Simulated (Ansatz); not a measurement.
Input for Ansatz (plane-wave DFT, PAW):

```yaml
crystal:
  lattice:
    - [0.0, 1.924036629, 1.924036629]
    - [1.924036629, 0.0, 1.924036629]
    - [1.924036629, 1.924036629, 0.0]
  atoms:
    - { symbol: Al, position: [0.0, 0.0, 0.0] }
basis:
  ecutwfc: 420
kpoints:
  mp_grid: { grid: [18, 18, 18] }
hamiltonian:
  xc: pbesol
scf:
  occupations: { method: gaussian, width: 0.1 }
output:
  forces: true
  stress: true
  eigenvalues: true
```

Command:
```bash
ansatz run input.yaml --threads 1 --pin off --max-ram 2560MiB --backend cpu --events-out ev --progress --plain --runs-dir out
```

Method: DFT PBEsol, scalar-relativistic, plane waves, PAW in Ansatz.

Abridged output:

```
Pseudopotentials: kind: paw
Pseudopotential: Al, paw, valence charge 3, recommended cutoff 420 eV (normal)
Functional definition: PBEsol
Crystal: 1 atom, lattice volume = 14.245 Å³
Basis set: ecut = 420 eV, 283 PW (Γ), exchange–correlation on 40×40×40 points (8 copies of the dense FFT grid, shifted against one another)
Bands: 6, of which v1, the nominal top of the filled ones, is band 2 counted from 1 (1 counted from 0)
Symmetry: 48 space group operations
Space group: Fm-3m (ITA 225), of the structure as read, at distance tolerance 2.4e-5 Å
k-points: 195 of 5832
Initial density: superposition of atomic densities (neutral atoms: chi_scale 0, normalization atom), corrected by the library's trained network
Initial wavefunctions: pseudopotential atomic-orbital guess
Functional: x = pbesol(κ = 0.804, μ = 0.12345679), c = pbesol(β = 0.046)
SCF iter   1: F=—  HF=-524.472848 eV  |F-HF|=—  |Δ(HF+E_count)|=         —  Δρ=1.21e-3  dr2=1.57e-4  ethr=1.77e-3  ⟨swp⟩=4.9  Hψ=10179  notcnv=0
SCF iter   2: F=—  HF=-524.472806 eV  |F-HF|=—  |Δ(HF+E_count)|=   4.18e-5  Δρ=5.70e-4  dr2=3.22e-5  ethr=5.25e-6  ⟨swp⟩=1.1  Hψ=2749  notcnv=0
SCF iter   3: F=—  HF=-524.472801 eV  |F-HF|=—  |Δ(HF+E_count)|=   5.01e-6  Δρ=2.47e-5  dr2=3.04e-8  ethr=1.07e-6  ⟨swp⟩=1.1  Hψ=1099  notcnv=0
SCF iter   4: F=-524.472801 eV  HF=-524.472801 eV  |F-HF|=1.08e-10  |Δ(HF+E_count)|=   1.60e-8  Δρ=2.40e-6  dr2=5.84e-10  ethr=1.01e-9  ⟨swp⟩=2.0  Hψ=1350  notcnv=0
SCF iter   5: F=-524.472801 eV  HF=-524.472801 eV  |F-HF|=4.55e-13  |Δ(HF+E_count)|=  1.09e-10  Δρ=1.09e-7  dr2=5.93e-13  ethr=1.95e-11  ⟨swp⟩=1.5  Hψ=1193  notcnv=0
SCF iter   6: F=-524.472801 eV  HF=-524.472801 eV  |F-HF|=1.14e-13  |Δ(HF+E_count)|=  3.41e-13  Δρ=1.22e-8  dr2=1.84e-14  ethr=1.00e-12  ⟨swp⟩=2.2  Hψ=4074  notcnv=0
SCF 1 converged in 6 iterations: F = -524.472801 eV  dr2 = 1.84e-14
SCF converged after 6 iterations
Free energy (F): -524.472801 eV
Harris-Foulkes:  -524.472801 eV  (|F-HF|=1.14e-13)
Internal energy: -524.470542 eV  (E = F + TS)
E sigma→0 (E₀):  -524.471672 eV
Entropy (-TS):   -0.002259 eV (-2.259 meV/atom)
Fermi energy:    9.493556 eV
--- Per-component energies (eV) ---
  E_band       = 13.960361
  E_kinetic    = 25.254079
  E_local      = 12.002760  (includes V_loc(G=0)·N_el)
  E_nonlocal   = 10.740697
  E_hartree    = 0.148268
  E_xc         = -40.423768
  E_vxc        = -30.458608  (∫ρ·V_xc dr)
  E_paw        = -455.006390  (= ΣΔE_a)
  E_vpaw       = -3.875101  (= ΣTr[D̂ρ^β])
  E_aug_tail   = -0.000002  (compensation charges beyond the density's cutoff)
  E_ewald      = -77.205325
  E_core_change = 0.019139  (= ΣΔE_core)
  E_smearing   = -0.002259  (= −TS)
--- Forces (eV/Å), atoms counted from 1 ---
  atom   1  Al     0.00000000     0.00000000     0.00000000
--- Stress (GPa, compression-positive) ---
       13.802107       0.000000       0.000000
        0.000000      13.802107       0.000000
        0.000000       0.000000      13.802107
  P = ⅓ Tr σ = 13.8021 GPa (138.021 kbar)
--- Band table (eV; the first three rows and the last of 195) ---
  k-point 0: bands = ["-2.6750", "22.8381", "22.8381", "22.8381", "25.6011", "25.6011"]
  k-point 1: bands = ["-2.5826", "21.4189", "22.6410", "22.6410", "25.9356", "25.9455"]
  k-point 2: bands = ["-2.3059", "19.0830", "22.2361", "22.2361", "25.8424", "26.7814"]
  k-point 194: bands = ["8.0003", "8.9981", "9.2775", "11.6205", "25.1499", "27.2036"]
```

Self-consistency was reached.

The run took 1.3 s on 1 thread of Arm Neoverse V1, on a shared host, peak memory 0.26 GiB.